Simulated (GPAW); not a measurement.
Crystal: CuI.

```
I Cu
1.0
     4.09020    0.00000    0.00000
     0.00000    4.09020    0.00000
     0.00000    0.00000    6.55146
I Cu
2 2
Direct
  0.00000 0.50000 0.74303
  0.50000 0.00000 0.25697
  0.00000 0.00000 0.00000
  0.50000 0.50000 0.00000
```

Measurements of this composition are mostly on another form, of space group No. 216.

Base run:

| Quantity | Value |
| --- | --- |
| Program | GPAW 26.7.0 |
| Functional | PBEsol |
| Potentials or basis | PAW data sets generated in the run's folder for this functional |
| Cutoff | 600 eV |
| Basis | pw |
| k mesh | 6 × 6 × 4 |
| Occupations | fermi-dirac, width 0.05 eV |
| Spin | no spin polarisation |

Its results: band gap on the k mesh 1.49 eV, direct; pressure -0.9 GPa; largest force 0.065 eV/Å.

Task: The run is repeated on the same cell with these changes: hubbard terms from none to Cu d U = 8 eV. What comes out?

Result: Band gap on the k mesh 2.36 eV, direct; pressure 0.4 GPa; largest force 0.042 eV/Å.

The U term pushes filled and empty states of the shell apart.

Caveats: with this Cu data set, volumes or pressures lay over 1.5 % or 2 GPa off other programs in two to four cells of ten; spin-orbit coupling is left out, which moves the levels of the heavy elements; this functional lacks dispersion, which binds the layers, so the pressure and a relaxed spacing across them are unreliable.
